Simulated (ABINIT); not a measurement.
# Beyond one shot: CdS (Hawleyite)

How far does self-consistency move the gap of CdS (Hawleyite)?

Method: LDA and many-body steps on it, plane waves, in ABINIT 10.8.3.

**What was measured.**

- Gap 2.42 eV: optical gap from inflexion point of photoacoustic spectrum, as-grown film; photoacoustic spectroscopy; film (as-grown chemical bath deposited film, about 0.25 um thick, deposited at 80 C) (“Study of the band--gap shift in CdS films: Influence of thermal annealing in different atmospheres”, 1995, arxiv:cond-mat/9501125).

## (1) Starting point

Symmetry: F-43m, No. 216, cubic system. Conventional cell: a = 5.833 Å, b = 5.833 Å, c = 5.833 Å, α = 90.00°, β = 90.00°, γ = 90.00°. Cd has 4 S at 2.53 Å nearest. S has 4 Cd at 2.53 Å nearest. Farther neighbours and most contacts between anions are not listed.

The cell and positions come from the Crystallography Open Database and are kept as given unless a step says otherwise.

## (2) Empty states on the mesh, 4×4×4 mesh, 275 bands

This step: ABINIT 10.8.3; DFT, LDA, plane waves, norm-conserving pseudopotentials.

The sums over transitions need many empty states on a uniform mesh; this step solves for them.

File run.abi:

```
acell 3*1.0 Angstrom
rprim 
  -0.000000000000 2.916500000000 2.916500000000
  2.916500000000 -0.000000000000 2.916500000000
  2.916500000000 2.916500000000 -0.000000000000
ntypat 2
znucl 48 16
natom 2
typat 1 2
xred 
  0.000000000000 0.000000000000 0.000000000000
  0.250000000000 0.250000000000 0.250000000000
pp_dirpath "pseudos"
pseudos "Cd.upf, S.upf"
ecut 47
ngkpt 4 4 4
nshiftk 1
shiftk 0 0 0
kptopt 1
chksymbreak 0
iscf -2
irdden 1
istwfk *1
nband 275
nbdbuf 24
tolwfr 1e-09
nstep 60
prtvol 0
indata_prefix "in"
outdata_prefix "out"
tmpdata_prefix "tmp"
```

Command:

```bash
> OMP_NUM_THREADS=1 mpirun -n 4 abinit run.abi > log
```

Numbers of over 12 decimals in the logs are rounded to 6 here.

The log of the run:

```text
.Version 10.8.3 of ABINIT. v10.8.2 released Aug 2026.

 Symmetries : space group F-4 3 m (#216); Bravais cF (face-center cubic)
[... echo of the input left out ...]
== DATASET  1 ==================================================================
-   mpi_nproc: 4, omp_nthreads: 1 (-1 if OMP is not activated)

--- !DatasetInfo
iteration_state: {dtset: 1, }
dimensions: {natom: 2, nkpt: 8, mband: 275, nsppol: 1, nspinor: 1, nspden: 1, mpw: 5180, }
cutoff_energies: {ecut:  47.0, pawecutdg:  -1.0, }
[...]
5.77629    5.77629    5.85851    5.85851    5.94763    5.95920    5.95920    5.95920
   5.98705    5.98705    5.98705    6.13136    6.16296    6.16350    6.16484    6.20640
   6.21013    6.21377    6.22819
 prteigrs : prtvol=0 or 1, do not print more k-points.

== END DATASET(S) ==============================================================
================================================================================

 -outvars: echo values of variables after computation  --------
            nband         275
             nkpt           8
          spgroup         216
 [... the other variables as echoed above ...]

 Calculation completed.
```

Elapsed: 3.5 min, on 4 MPI ranks of Arm Neoverse V1, shared host; peak memory 0.53 GiB.

Numbers from this step:

* gap: 0.8602 eV
* k of the valence top: 0, 0, 0
* k of the conduction bottom: 0, 0, 0
* least direct gap: 0.8602 eV
* k points computed: 8
* lowest point of the top converged band, above the valence top: 152.6145 eV

On this mesh the gap is 0.860 eV.

The density comes from a self-consistent run that is not shown.

## (3) Screening, 4×4×4 mesh, 251 bands, screening to 244.9 eV

The RPA dielectric matrix is built and inverted for each q.

This step: RPA screening on LDA, plane waves, norm-conserving pseudopotentials.

Edit run.abi of step 2 so:

```diff
@@ -20,10 +20,11 @@
 chksymbreak 0
-iscf -2
-irdden 1
 istwfk *1
-nband 275
-nbdbuf 24
-tolwfr 1e-09
-nstep 60
-prtvol 0
+occopt 1
+irdwfk 1
+optdriver 3
+nband 251
+ecuteps 9
+inclvkb 2
+awtr 1
+symchi 1
 indata_prefix "in"
```

The log of the run:

```text
.Version 10.8.3 of ABINIT. v10.8.2 released Aug 2026.

 Symmetries : space group F-4 3 m (#216); Bravais cF (face-center cubic)
[... echo of the input left out ...]
== DATASET  1 ==================================================================
-   mpi_nproc: 4, omp_nthreads: 1 (-1 if OMP is not activated)

--- !DatasetInfo
iteration_state: {dtset: 1, }
dimensions: {natom: 2, nkpt: 8, mband: 251, nsppol: 1, nspinor: 1, nspden: 1, mpw: 5180, }
cutoff_energies: {ecut:  47.0, pawecutdg:  -1.0, }
electrons: {nelect:   2.60000000E+01, charge:   0.00000000E+00, occopt:   1.00000000E+00, tsmear:   1.00000000E-02, }

 SCREENING: Calculation of the susceptibility and dielectric matrices

 Based on a program developped by R.W. Godby, V. Olevano, G. Onida, and L. Reining.
 Incorporated in ABINIT by V. Olevano, G.-M. Rignanese, and M. Torrent.
.Using double precision arithmetic ; gwpc =  8

[... cell and pseudopotentials left out ...]
--------------------------------------------------------------------------------

 ==== K-mesh for the wavefunctions ====
 Number of points in the irreducible wedge :     8
[... list of points left out ...]
 Together with 24 symmetry operations and time-reversal symmetry
 yields    64 points in the full Brillouin Zone.

 ==== Q-mesh for the screening function ====
 Number of points in the irreducible wedge :     8
[... list of points left out ...]
 Together with 24 symmetry operations and time-reversal symmetry
 yields    64 points in the full Brillouin Zone.

 setmesh: FFT mesh size selected  =    36x   36x   36
          total number of points  =        46656

 vcoul_init : cutoff-mode = AUXILIARY_FUNCTION
 q-points for optical limit:   1
     1)      0.000010    0.000020    0.000030

- screening: taking advantage of time-reversal symmetry
- Maximum band index for partially occupied states nbvw = 13
- Remaining bands to be divided among processors   nbcw = 238
- Number of bands treated by each node ~59

 Number of electrons calculated from density =   26.0000; Expected =   26.0000
 average of density, n =  0.077653
 r_s =    1.4541
 omega_plasma =   26.8804 [eV]

 calculating chi0 at frequencies [eV] :
  1    0.000000E+00    0.000000E+00
  2    0.000000E+00    2.688042E+01

--------------------------------------------------------------------------------
  q-point number  1        q = ( 0.000000, 0.000000, 0.000000) [r.l.u.]
--------------------------------------------------------------------------------
[... chi0 elements left out ...]
 For q-point:  0.000010 0.000020 0.000030
  dielectric constant =  18.5002
  dielectric constant without local fields =  19.3640

  Average fulfillment of the sum rule on Im[epsilon] for q-point    1 :     84.05  [%]
[... wings left out ...]
  q-point number  2        q = ( 0.250000, 0.000000, 0.000000) [r.l.u.]
--------------------------------------------------------------------------------
[... chi0 elements left out ...]
  Average fulfillment of the sum rule on Im[epsilon] for q-point    2 :     90.10  [%]

 [... 6 further q-points ...]
```

Elapsed: 3.4 min, on 4 MPI ranks; peak memory 2.3 GiB; 14 min of CPU time.

Numbers from this step:

| Item | Value |
| --- | --- |
| ε∞ with local fields, on this mesh, along the program's q direction | 18.50 |
| the same without local fields | 19.36 |
| plasma frequency | 26.88 eV |
| plane waves in the screening matrix | 411 |

Local fields lower ε∞ by 4 %. On a Γ-centred mesh this coarse the value itself is usually too large, while a short band sum pulls it down.

## (4) G0W0

The self-energy is evaluated for the states that the input lists, and the levels follow from it, in one-shot runs by the linearised quasiparticle equation.

This step: G0W0 on LDA, plane waves, norm-conserving pseudopotentials.

Edit run.abi of step 3 so:

```diff
@@ -23,8 +23,19 @@
 irdwfk 1
-optdriver 3
+optdriver 4
 nband 251
+gwcalctyp 0
+ecutsigx 47
+symsigma 1
+nkptgw 3
+kptgw 
+  0.0000000000 0.0000000000 0.0000000000
+  0.5000000000 0.0000000000 0.0000000000
+  0.5000000000 0.5000000000 0.0000000000
+bdgw 
+  11 17
+  12 16
+  12 15
 ecuteps 9
-inclvkb 2
-awtr 1
-symchi 1
+irdscr 1
+ppmodel 1
 indata_prefix "in"
```

The log of the run:

```text
.Version 10.8.3 of ABINIT. v10.8.2 released Aug 2026.

 Symmetries : space group F-4 3 m (#216); Bravais cF (face-center cubic)
[... echo of the input left out ...]
== DATASET  1 ==================================================================
-   mpi_nproc: 4, omp_nthreads: 1 (-1 if OMP is not activated)

--- !DatasetInfo
iteration_state: {dtset: 1, }
dimensions: {natom: 2, nkpt: 8, mband: 251, nsppol: 1, nspinor: 1, nspden: 1, mpw: 5180, }
cutoff_energies: {ecut:  47.0, pawecutdg:  -1.0, }
electrons: {nelect:   2.60000000E+01, charge:   0.00000000E+00, occopt:   1.00000000E+00, tsmear:   1.00000000E-02, }

 SIGMA: Calculation of the GW corrections

 Based on a program developped by R.W. Godby, V. Olevano, G. Onida, and L. Reining.
 Incorporated in ABINIT by V. Olevano, G.-M. Rignanese, and M. Torrent.
.Using double precision arithmetic ; gwpc =  8

[... cell and pseudopotentials left out ...]
--------------------------------------------------------------------------------

 ==== K-mesh for the wavefunctions ====
 Number of points in the irreducible wedge :     8
[... list of points left out ...]
 Together with 24 symmetry operations and time-reversal symmetry
 yields    64 points in the full Brillouin Zone.

 ==== Q-mesh for screening function ====
 Number of points in the irreducible wedge :     8
[... list of points left out ...]
 Together with 24 symmetry operations and time-reversal symmetry
 yields    64 points in the full Brillouin Zone.

 vcoul_init : cutoff-mode = AUXILIARY_FUNCTION
 q-points for optical limit:   1
     1)      0.000010    0.000020    0.000030
 setmesh: FFT mesh size selected  =    50x   50x   50
          total number of points  =       125000

 Number of electrons calculated from density =   26.0000; Expected =   26.0000
 average of density, n =  0.077653
 r_s =    1.4541
 omega_plasma =   26.8804 [eV]

 === KS Band Gaps ===
  >>>> For spin  1
   Minimum direct gap =   0.8603 [eV], located at k-point      :   0.0000  0.0000  0.0000
   Fundamental gap    =   0.8603 [eV], Top of valence bands at :   0.0000  0.0000  0.0000
                                       Bottom of conduction at :   0.0000  0.0000  0.0000
 SIGMA fundamental parameters:
 PLASMON POLE MODEL  1
 number of plane-waves for SigmaX                 5065
 number of plane-waves for SigmaC and W            411
 number of plane-waves for wavefunctions          5065
 number of bands                                   251
 number of independent spin polarizations            1
 number of spinorial components                      1
 number of k-points in IBZ                           8
 number of q-points in IBZ                           8
 number of symmetry operations                      24
 number of k-points in BZ                           64
 number of q-points in BZ                           64
 number of frequencies for dSigma/dE                 9
 frequency step for dSigma/dE [eV]                0.25
 number of omega for Sigma on real axis              0
 max omega for Sigma on real axis  [eV]           0.00
 zcut for avoiding poles [eV]                     0.10

 EPSILON^-1 parameters (SCR file):
 dimension of the eps^-1 matrix on file            411
 dimension of the eps^-1 matrix used               411
 number of plane-waves for wavefunctions          5065
 number of bands                                   251
 number of q-points in IBZ                           8
 number of frequencies                               2
 number of real frequencies                          1
 number of imag frequencies                          1

 matrix elements of self-energy operator (all in [eV])

 Perturbative Calculation

--- !SelfEnergy_ee
iteration_state: {dtset: 1, }
kpoint     : [   0.000,    0.000,    0.000, ]
spin       : 1
KS_gap     :    0.860
QP_gap     :    2.124
Delta_QP_KS:    1.264
data: !SigmaeeData |
     Band     E0 <VxcDFT>   SigX SigC(E0)      Z dSigC/dE  Sig(E)    E-E0       E
       11   4.103 -15.269 -18.337   1.828   0.776  -0.289 -16.231  -0.962   3.142
       12   4.103 -15.269 -18.337   1.828   0.776  -0.289 -16.231  -0.962   3.142
       13   4.103 -15.269 -18.337   1.828   0.776  -0.289 -16.231  -0.962   3.142
       14   4.963 -11.104  -6.830  -3.900   0.807  -0.239 -10.802   0.302   5.265
       15  10.438 -11.032  -5.847  -4.526   0.805  -0.242 -10.502   0.530  10.968
       16  10.438 -11.032  -5.847  -4.526   0.805  -0.242 -10.502   0.530  10.968
[...]
--- !SelfEnergy_ee
iteration_state: {dtset: 1, }
kpoint     : [   0.500,    0.000,    0.000, ]
spin       : 1
KS_gap     :    3.528
QP_gap     :    4.937
Delta_QP_KS:    1.410
data: !SigmaeeData |
     Band     E0 <VxcDFT>   SigX SigC(E0)      Z dSigC/dE  Sig(E)    E-E0       E
[...]
--- !SelfEnergy_ee
iteration_state: {dtset: 1, }
kpoint     : [   0.500,    0.500,    0.000, ]
spin       : 1
KS_gap     :    5.233
QP_gap     :    6.417
Delta_QP_KS:    1.184
data: !SigmaeeData |
     Band     E0 <VxcDFT>   SigX SigC(E0)      Z dSigC/dE  Sig(E)    E-E0       E
[...]
13   2.182 -12.935 -16.386   2.197   0.772  -0.296 -13.902  -0.967   1.215
       14   7.415  -9.786  -5.664  -3.858   0.818  -0.222  -9.570   0.217   7.632
       15   8.253 -12.239  -7.445  -4.203   0.803  -0.246 -11.764   0.474   8.727

== END DATASET(S) ==============================================================
================================================================================

 -outvars: echo values of variables after computation  --------
           etotal      0.0000000000E+00
            nband         251
             nkpt           8
          spgroup         216
 [... the other variables as echoed above ...]

 Calculation completed.
```

Run time: 93 s. Hardware: 4 MPI ranks; peak memory 2.4 GiB; 6.2 min of CPU time.

This step gave:

- G0W0 gap on the points computed: 2.123 eV
- starting gap on the mesh: 0.8602 eV
- k of the valence top: 0, 0, 0
- k of the conduction bottom: 0, 0, 0
- Z at the valence top: 0.776
- Z at the conduction bottom: 0.807
- least direct G0W0 gap on the computed points: 2.123 eV

The gap on the mesh goes from 0.86 eV to 2.12 eV, a correction of +1.26 eV.

## (5) evGW0, cycle 1

This step: evGW0 on LDA, plane waves, norm-conserving pseudopotentials.

Edit run.abi of step 4 so:

```diff
@@ -25,14 +25,24 @@
 nband 251
-gwcalctyp 0
+gwcalctyp 10
 ecutsigx 47
 symsigma 1
-nkptgw 3
+nkptgw 8
 kptgw 
   0.0000000000 0.0000000000 0.0000000000
+  0.2500000000 0.0000000000 0.0000000000
   0.5000000000 0.0000000000 0.0000000000
+  0.2500000000 0.2500000000 0.0000000000
+  0.5000000000 0.2500000000 0.0000000000
+  -0.2500000000 0.2500000000 0.0000000000
   0.5000000000 0.5000000000 0.0000000000
+  -0.2500000000 0.5000000000 0.2500000000
 bdgw 
-  11 17
-  12 16
-  12 15
+  6 23
+  6 23
+  6 23
+  6 23
+  6 23
+  6 23
+  6 23
+  6 23
 ecuteps 9
```

The log of the run:

```text
.Version 10.8.3 of ABINIT. v10.8.2 released Aug 2026.

 Symmetries : space group F-4 3 m (#216); Bravais cF (face-center cubic)
[... echo of the input left out ...]
== DATASET  1 ==================================================================
-   mpi_nproc: 4, omp_nthreads: 1 (-1 if OMP is not activated)

--- !DatasetInfo
iteration_state: {dtset: 1, }
dimensions: {natom: 2, nkpt: 8, mband: 251, nsppol: 1, nspinor: 1, nspden: 1, mpw: 5180, }
cutoff_energies: {ecut:  47.0, pawecutdg:  -1.0, }
electrons: {nelect:   2.60000000E+01, charge:   0.00000000E+00, occopt:   1.00000000E+00, tsmear:   1.00000000E-02, }

 SIGMA: Calculation of the GW corrections

 Based on a program developped by R.W. Godby, V. Olevano, G. Onida, and L. Reining.
 Incorporated in ABINIT by V. Olevano, G.-M. Rignanese, and M. Torrent.
.Using double precision arithmetic ; gwpc =  8

[... cell and pseudopotentials left out ...]
--------------------------------------------------------------------------------

 ==== K-mesh for the wavefunctions ====
 Number of points in the irreducible wedge :     8
[... list of points left out ...]
 Together with 24 symmetry operations and time-reversal symmetry
 yields    64 points in the full Brillouin Zone.

 ==== Q-mesh for screening function ====
 Number of points in the irreducible wedge :     8
[... list of points left out ...]
 Together with 24 symmetry operations and time-reversal symmetry
 yields    64 points in the full Brillouin Zone.

 vcoul_init : cutoff-mode = AUXILIARY_FUNCTION
 q-points for optical limit:   1
     1)      0.000010    0.000020    0.000030
 setmesh: FFT mesh size selected  =    50x   50x   50
          total number of points  =       125000

 Number of electrons calculated from density =   26.0000; Expected =   26.0000
[...]
spin       : 1
KS_gap     :    5.233
QP_gap     :    6.417
Delta_QP_KS:    1.184
data: !SigmaeeData |
     Band     E_DFT   <VxcDFT>   E(N-1)  <Hhartree>   SigX  SigC[E(N-1)]    Z     dSigC/dE  Sig[E(N)]  DeltaE  E(N)_pert E(N)_diago
[...]
--- !SelfEnergy_ee
iteration_state: {dtset: 1, }
kpoint     : [  -0.250,    0.500,    0.250, ]
spin       : 1
KS_gap     :    7.476
QP_gap     :    8.600
Delta_QP_KS:    1.124
data: !SigmaeeData |
     Band     E_DFT   <VxcDFT>   E(N-1)  <Hhartree>   SigX  SigC[E(N-1)]    Z     dSigC/dE  Sig[E(N)]  DeltaE  E(N)_pert E(N)_diago
[...]
22    19.701   -10.195    19.701    29.896    -3.554    -6.329     0.749    -0.336    -9.961     0.234    19.935    20.013
       23    21.578   -10.717    21.578    32.295    -3.784    -6.646     0.726    -0.377   -10.508     0.208    21.786    21.865

 New Fermi energy :        1.506963E-01 Ha ,    4.100654E+00 eV

 === QP Band Gaps ===
  >>>> For spin  1
   Minimum direct gap =   2.4739 [eV], located at k-point      :   0.0000  0.0000  0.0000
   Fundamental gap    =   2.4739 [eV], Top of valence bands at :   0.0000  0.0000  0.0000
                                       Bottom of conduction at :   0.0000  0.0000  0.0000

 writing QP data on file : out_QPS

 Convergence of QP corrections
 >>>>> For spin  1 <<<<<
.  kptgw no:  1; Maximum DeltaE = (   0.000   0.000) for band index:  4
.  kptgw no:  2; Maximum DeltaE = (   0.252  -0.001) for band index:  5
.  kptgw no:  3; Maximum DeltaE = (   0.235  -0.003) for band index:  4
[...]
.  kptgw no:  7; Maximum DeltaE = (   0.236  -0.000) for band index:  4
.  kptgw no:  8; Maximum DeltaE = (   0.338   0.000) for band index:  4

== END DATASET(S) ==============================================================
================================================================================

 -outvars: echo values of variables after computation  --------
           etotal      0.0000000000E+00
            nband         251
             nkpt           8
          spgroup         216
 [... the other variables as echoed above ...]

 Calculation completed.
```

The job ended after 25 min (4 MPI ranks; peak memory 2.7 GiB; 1.6 h of CPU time).

Numbers from this step:

```yaml
quasiparticle_gap_on_the_mesh: 2.474 eV
gap_of_the_density_functional_on_the_mesh: 0.8602 eV
k_of_the_valence_top: 0, 0, 0
k_of_the_conduction_bottom: 0, 0, 0
z_at_the_valence_top: 0.776
z_at_the_conduction_bottom: 0.807
least_direct_quasiparticle_gap_on_the_computed_points: 2.474 eV
```

Against G0W0 in ABINIT (4×4×4 mesh, 251 bands, screening to 244.9 eV, Godby-Needs plasmon pole), the gap moves by +0.351 eV. This first cycle still uses the starting levels; it takes the full correction, at all points of the mesh, and its linearised value is 2.123 eV.

## (6) evGW0, cycle 2

The corrected levels of the last cycle go back in.

Edit run.abi of step 5 so:

```diff
@@ -50,2 +50,3 @@
 ppmodel 1
+irdqps 1
 indata_prefix "in"
```

The log of the run:

```text
.Version 10.8.3 of ABINIT. v10.8.2 released Aug 2026.

 Symmetries : space group F-4 3 m (#216); Bravais cF (face-center cubic)
[... echo of the input left out ...]
== DATASET  1 ==================================================================
-   mpi_nproc: 4, omp_nthreads: 1 (-1 if OMP is not activated)

--- !DatasetInfo
iteration_state: {dtset: 1, }
dimensions: {natom: 2, nkpt: 8, mband: 251, nsppol: 1, nspinor: 1, nspden: 1, mpw: 5180, }
cutoff_energies: {ecut:  47.0, pawecutdg:  -1.0, }
[...]
.  kptgw no:  3; Maximum DeltaE = (   0.062   0.000) for band index:  7
[...]
.  kptgw no:  7; Maximum DeltaE = (   0.056   0.000) for band index:  7
.  kptgw no:  8; Maximum DeltaE = (   0.059   0.002) for band index: 10

== END DATASET(S) ==============================================================
================================================================================

 -outvars: echo values of variables after computation  --------
           etotal      0.0000000000E+00
            nband         251
             nkpt           8
          spgroup         216
 [... the other variables as echoed above ...]

 Calculation completed.
```

Elapsed: 25 min, on 4 MPI ranks; peak memory 2.7 GiB.

This step gave:

* quasiparticle gap on the mesh: 2.292 eV
* gap of the density functional on the mesh: 0.8602 eV
* k of the valence top: 0, 0, 0
* k of the conduction bottom: 0, 0, 0
* least direct quasiparticle gap on the computed points: 2.292 eV

Against the cycle before, the gap moves by −0.182 eV.

(Part 1 of 2 ends here.)

[Paths, hosts, dates, memory and timing lines, banners, echoed tables and standing remarks are left out of the program output.]

[Logs are printed without paths, hosts, clocks, repeated set-up lines and the standing remarks that a program may print on its own settings, such as how far it seeks lower states.]

[Runs of the session that timed out or met a known fault of the program may be left out.]

[Hosts, paths, dates, database ids (printed as entryN), source tags and the programs' standing remarks are cut or masked in the printed files.]

[G0W0 gaps are taken among the corrected bands and points alone; a level outside them can change the order at an edge.]

[Where Ansatz stands beside ABINIT at settings called matched, ABINIT's density can come from a denser mesh and the files from another edition; pairs whose starting gaps differed by over 0.03 eV were left out, so agreement reads better than it is.]
